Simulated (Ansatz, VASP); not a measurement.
Bi in VASP and in Ansatz

```
CELL_PARAMETERS angstrom
-1.99295 1.99295 1.99295
1.99295 -1.99295 1.99295
1.99295 1.99295 -1.99295
ATOMIC_POSITIONS crystal
Bi 0.00000 0.00000 0.00000
```

This isn't the form of Bi at room conditions, which is rhombohedral.

Alike in both runs: task single point; functional PBE; k mesh 13 × 13 × 13; occupations fermi-dirac, width 0.08 eV; no spin polarisation.

```csv
,VASP,Ansatz
version,VASP 6.6.1,Ansatz 0.2.0
potentials or method,"VASP PAW PBE potentials, release 64 (Bi_d), cutoff 520 eV","all-electron LAPW, scalar-relativistic"
```

|  | VASP | Ansatz | Ansatz less VASP |
| --- | --- | --- | --- |
| pressure (GPa) | 0.0 | 0.1 | +0.06 |

Ansatz ran all-electron here, so the differences hold the error of VASP's frozen core and of both bases.
